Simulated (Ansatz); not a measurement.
# Convergence study of SnS, part 2 of 2

Which SCF settings change the result for SnS, and which only the effort? The default run comes first. We look at SnS: its deposited structure (space group Pnma), with 8 atoms per cell. Source: COD entry 8104250, which need not be the ambient phase.

Ansatz 0.2.0; DFT PBE, PAW, plane waves, scalar-relativistic.

## (7) Linear mixing, β 0.5, no preconditioner

Input file input.yaml:

```yaml
crystal:
  lattice:
    - [11.82, 0.0, 0.0]
    - [0.0, 3.988, 0.0]
    - [0.0, 0.0, 4.34]
  atoms:
    - { symbol: Sn, position: [0.118, 0.25, 0.115] }
    - { symbol: Sn, position: [0.382, 0.75, 0.615] }
    - { symbol: Sn, position: [0.618, 0.25, 0.385] }
    - { symbol: Sn, position: [0.882, 0.75, 0.885] }
    - { symbol: S, position: [0.85, 0.25, 0.478] }
    - { symbol: S, position: [0.65, 0.75, 0.978] }
    - { symbol: S, position: [0.35, 0.25, 0.022] }
    - { symbol: S, position: [0.15, 0.75, 0.522] }
hamiltonian:
  xc: pbe
  pseudopotentials: { kind: paw }
basis:
  ecutwfc: 420
kpoints:
  mp_grid: { grid: [2, 6, 5] }
scf:
  occupations: { method: fermi_dirac, width: 0.05 }
  lower_state_search: "off"
  algorithm: density_mixing
  max_iter: 50
  mixing: { algorithm: anderson, ndim: 1, beta: 0.5, preconditioner: none }
output:
  forces: true
  stress: true
```

Command:

```
ansatz run input.yaml --threads 2 --pin off --max-ram 5120MiB --backend cpu --events-out ev --progress --plain --runs-dir out
```

What it wrote, shortened:

```text
[... 23 lines as in an earlier run ...]
SCF iter   1: F=—  HF=-27708.613623 eV  |F-HF|=—  |Δ(HF+E_count)|=         —  Δρ=1.43e-3  dr2=5.66e-3  ethr=1.77e-3  ⟨swp⟩=6.8  Hψ=4742  notcnv=0
[...]
SCF iter  26: F=-27708.611568 eV  HF=-27708.611568 eV  |F-HF|=8.03e-8  |Δ(HF+E_count)|=   1.14e-8  Δρ=3.34e-6  dr2=8.92e-8  ethr=1.25e-10  ⟨swp⟩=5.1  Hψ=4124  notcnv=0
[...]
SCF converged after 26 iterations
[... 1 line as in an earlier run ...]
Free energy (F): -27708.611568 eV
[...]
E sigma→0 (E₀):  -27708.611501 eV
Entropy (-TS):   -0.000134 eV (-0.017 meV/atom)
Fermi energy:    7.824997 eV
[... 30 lines left out: energy terms, forces, stress ...]
```

It took 23 s on 2 threads of Arm Neoverse V1, shared host; peak memory 0.51 GiB.

26 iterations against 6; the same free energy.

## (8) Density-residual threshold 1e-11 eV

Edit input.yaml of step 7 so:

```diff
@@ -24,5 +24,3 @@
   lower_state_search: "off"
-  algorithm: density_mixing
-  max_iter: 50
-  mixing: { algorithm: anderson, ndim: 1, beta: 0.5, preconditioner: none }
+  convergence: { dr2_threshold: "1e-11 eV" }
 output:
```

Command:

```
ansatz run input.yaml --threads 2 --pin off --max-ram 5120MiB --backend cpu --events-out ev --progress --plain --runs-dir out
```

What it wrote, shortened:

```text
[... 23 lines as in an earlier run ...]
SCF iter   1: F=—  HF=-27708.613623 eV  |F-HF|=—  |Δ(HF+E_count)|=         —  Δρ=1.43e-3  dr2=5.66e-3  ethr=1.77e-3  ⟨swp⟩=6.8  Hψ=4742  notcnv=0
[... 1 line as in an earlier run ...]
[...]
SCF iter   9: F=-27708.611568 eV  HF=-27708.611568 eV  |F-HF|=3.64e-12  |Δ(HF+E_count)|=  3.64e-12  Δρ=4.94e-8  dr2=5.21e-12  ethr=1.00e-12  ⟨swp⟩=4.9  Hψ=5807  notcnv=0
[...]
SCF converged after 9 iterations
Free energy (F): -27708.611568 eV
[...]
E sigma→0 (E₀):  -27708.611501 eV
Entropy (-TS):   -0.000134 eV (-0.017 meV/atom)
Fermi energy:    7.825006 eV
[... 30 lines left out: energy terms, forces, stress ...]
```

Wall time 11 s (2 threads of Arm Neoverse V1, shared host); peak memory 0.54 GiB.

Compared with step 2: the same free energy; 9 iterations in place of 6.

## (9) Tetrahedron occupations

Edit input.yaml of step 8 so:

```diff
@@ -22,5 +22,5 @@
 scf:
-  occupations: { method: fermi_dirac, width: 0.05 }
+  occupations: { method: tetrahedron }
   lower_state_search: "off"
-  convergence: { dr2_threshold: "1e-11 eV" }
+  max_iter: 50
 output:
```

Command:

```
ansatz run input.yaml --threads 2 --pin off --max-ram 5120MiB --backend cpu --events-out ev --progress --plain --runs-dir out
```

What it wrote, shortened:

```text
Warning: output.forces, output.stress, relax.cell or npt_langevin: where a Kohn–Sham band that disperses or a degenerate level is filled in part under the method tetrahedron, the forces or the stress that this run publishes need not agree with its energy (scf.occupations.method in the [...]
band count auto-derived: 49 (N_el = 80.0; filled up to band 40; 48 by the electrons, moments and atoms)
[... 11 lines as in an earlier run ...]
Bands: 49, of which v1, the nominal top of the filled ones, is band 40 counted from 1 (39 counted from 0)
[... 11 lines as in an earlier run ...]
SCF iter   1: F=—  HF=-27708.613725 eV  |F-HF|=—  |Δ(HF+E_count)|=         —  Δρ=1.42e-3  dr2=5.49e-3  ethr=1.77e-3  ⟨swp⟩=7.0  Hψ=4881  notcnv=0
[...]
SCF iter   6: F=-27708.611550 eV  HF=-27708.611550 eV  |F-HF|=2.19e-8  |Δ(HF+E_count)|=   1.40e-7  Δρ=4.05e-6  dr2=3.35e-8  ethr=1.25e-10  ⟨swp⟩=7.7  Hψ=5039  notcnv=0
[...]
SCF converged after 6 iterations
Stability not checked: this state was not tested for a lower state beside it, because cold or Methfessel-Paxton smearing, or corrected tetrahedra, fill the levels in a way that the test cannot read (fill_not_monotonic; see scf.lower_state_search)
Free energy (F): -27708.611550 eV
[...]
E sigma→0 (E₀):  -27708.611550 eV
Fermi energy:    7.512068 eV
[...]
--- Forces (eV/Å), atoms counted from 1 ---
  atom   1  Sn     0.38829134     0.00000000     0.10888242
  atom   2  Sn    -0.38829134     0.00000000     0.10888242
  atom   3  Sn     0.38829134     0.00000000    -0.10888242
  atom   4  Sn    -0.38829134     0.00000000    -0.10888242
  atom   5  S     -0.24886169     0.00000000     0.05605614
  atom   6  S      0.24886169     0.00000000     0.05605614
  atom   7  S     -0.24886169     0.00000000    -0.05605614
  atom   8  S      0.24886169     0.00000000    -0.05605614
[...]
--- Stress (GPa, compression-positive) ---
       -3.233582       0.000000       0.000000
        0.000000       0.268173       0.000000
        0.000000       0.000000      -0.168832
  P = ⅓ Tr σ = -1.0447 GPa (-10.447 kbar)
--- Band table (eV; the first three rows and the last of 24) ---
[...]
```

Wall time 8.9 s (2 threads of Arm Neoverse V1, shared host); peak memory 0.54 GiB.

The count stays at 6. Against the default run: free energy unchanged, zero-width estimate unchanged.

## (10) Cutoff 120 eV

Edit input.yaml of step 9 so:

```diff
@@ -18,3 +18,3 @@
 basis:
-  ecutwfc: 420
+  ecutwfc: 120
 kpoints:
@@ -22,3 +22,3 @@
 scf:
-  occupations: { method: tetrahedron }
+  occupations: { method: fermi_dirac, width: 0.05 }
   lower_state_search: "off"
```

Command:

```
ansatz run input.yaml --threads 2 --pin off --max-ram 5120MiB --backend cpu --events-out ev --progress --plain --runs-dir out
```

What it wrote, shortened:

```text
Warning: basis.ecutwfc = 120 eV is below the records' recommended 420 eV, and the density's cutoff is lower with it unless basis.ecutrho_ratio is high enough to keep the records' density cutoff: compare with a run at a higher cutoff
[... 10 lines as in an earlier run ...]
Basis set: ecut = 120 eV, 609 PW (Γ), exchange–correlation on 90×30×32 points (8 copies of the dense FFT grid, shifted against one another)
[... 12 lines as in an earlier run ...]
SCF iter   1: F=—  HF=-27334.791198 eV  |F-HF|=—  |Δ(HF+E_count)|=         —  Δρ=3.78e-1  dr2=1.89e2  ethr=1.77e-3  ⟨swp⟩=6.5  Hψ=4242  notcnv=0  defer=3
[...]
SCF iter  10: F=-27205.424122 eV  HF=-27205.424122 eV  |F-HF|=1.82e-9  |Δ(HF+E_count)|=   8.09e-8  Δρ=3.81e-6  dr2=1.54e-8  ethr=1.25e-10  ⟨swp⟩=10.8  Hψ=5067  notcnv=0
[...]
SCF converged after 10 iterations
Free energy (F): -27205.424122 eV
[...]
E sigma→0 (E₀):  -27205.424081 eV
Entropy (-TS):   -0.000082 eV (-0.010 meV/atom)
Fermi energy:    7.201898 eV
[...]
--- Forces (eV/Å), atoms counted from 1 ---
  atom   1  Sn     1.09533234     0.00000000    -0.16579426
  atom   2  Sn    -1.09533234     0.00000000    -0.16579426
  atom   3  Sn     1.09533234     0.00000000     0.16579426
  atom   4  Sn    -1.09533234     0.00000000     0.16579426
  atom   5  S     -0.01348307     0.00000000    -0.35485868
  atom   6  S      0.01348307     0.00000000    -0.35485868
  atom   7  S     -0.01348307     0.00000000     0.35485868
  atom   8  S      0.01348307     0.00000000     0.35485868
[...]
--- Stress (GPa, compression-positive) ---
      -19.199609       0.000000       0.000000
        0.000000      -5.962552       0.000000
        0.000000       0.000000     -14.398678
  P = ⅓ Tr σ = -13.1869 GPa (-131.869 kbar)
```

Wall time 2.5 s (2 threads of Arm Neoverse V1, shared host); peak memory 0.33 GiB.

It takes 10 iterations (default 6). Against the default run: free energy shifted by +62898 meV/atom, so these numbers say nothing of the material, forces change by up to 0.759 eV/Å, pressure -13.2 GPa against -1.0.

Such a setting isn't fit for results; the run shows only what it costs.

## (11) The runs side by side

```tsv
step	settings	iterations	time	against the default run
2	default SCF settings	6	12 s	reference
3	one k-point (Gamma), no switch to direct minimisation	8	1.1 s	free energy shifted by +571 meV/atom, forces change by up to 2.824 eV/Å, pressure 7.6 GPa against -1.0
4	Fermi–Dirac width 0.01 eV, no switch to direct minimisation	6	8.5 s	free energy unchanged, zero-width estimate unchanged
5	linear mixing, β 0.4, Kerker	21	14 s	the same free energy
6	Fermi–Dirac smearing, width 0.3 eV	7	9.9 s	free energy shifted by -12.4 meV/atom, zero-width estimate shifted by +9.9 meV/atom, forces change by up to 0.057 eV/Å, pressure -1.1 GPa against -1.0
7	linear mixing, β 0.5, no preconditioner	26	23 s	the same free energy
8	density-residual threshold 1e-11 eV	9	11 s	the same free energy
9	tetrahedron occupations	6	8.9 s	free energy unchanged, zero-width estimate unchanged
10	cutoff 120 eV	10	2.5 s	free energy shifted by +62898 meV/atom, so these numbers say nothing of the material, forces change by up to 0.759 eV/Å, pressure -13.2 GPa against -1.0
```

Decimal logarithm of the largest residual (eV) by iteration, counted through all cycles of a run (8 of the 9 runs):

```
iteration  step 2  step 3  step 4  step 5  step 6  step 7  step 8  step 9
        1    -2.2     0.3    -2.3    -2.2    -1.9    -2.2    -2.2    -2.3
        2    -3.1    -0.7    -3.1    -2.8    -2.7    -2.5    -3.1    -3.2
        3    -3.9    -1.5    -4.0    -3.1    -3.4    -2.7    -3.9    -3.7
        4    -5.0    -2.7    -5.0    -3.4    -4.2    -3.0    -5.0    -4.9
        5    -6.5    -4.1    -6.5    -3.7    -5.4    -3.2    -6.5    -6.2
        6    -7.5    -5.3    -7.5    -4.0    -6.6    -3.3    -7.5    -7.5
        8       -    -8.0       -    -4.5       -    -3.7    -9.7       -
       10       -       -       -    -4.9       -    -4.1       -       -
       12       -       -       -    -5.3       -    -4.5       -       -
       15       -       -       -    -6.0       -    -5.0       -       -
       17       -       -       -    -6.3       -    -5.4       -       -
       19       -       -       -    -6.7       -    -5.8       -       -
       21       -       -       -    -7.1       -    -6.1       -       -
       24       -       -       -       -       -    -6.7       -       -
       26       -       -       -       -       -    -7.0       -       -
```

## (12) Outcome

The summary covers parts 1 to 2.

| quantity | value |
| --- | --- |
| default run | 6 iterations, with a gap of 0.58 eV on the k-mesh |
| fewest iterations to that state among the runs shown | 6 (default SCF settings) |
| most iterations to it | 26 (linear mixing, β 0.5, no preconditioner) |
| runs that end in another state, among changes of path alone | 0 |
| largest shift of the free energy by occupations, cutoff, mesh or field | +62898 meV/atom (cutoff 120 eV) |

What this shows: The default and the runs that change only the path, 3 in all, end in one state, in 6 to 26 iterations. Occupations, cutoff, mesh and fields change the problem that is solved, not just the path; the largest shift here is that of “cutoff 120 eV”. Other settings tried on this cell gave no result: Broyden, β 1.5, history 8 (input refused). Counts include iterations that the program adds to test a close, so a difference of one or two ranks nothing. The starting density is a sum of atomic densities corrected by a trained network, so it is already close to self-consistency.

These are semilocal Kohn-Sham gaps, which aren't the measured quantity. Such gaps usually fall short of the measured ones.
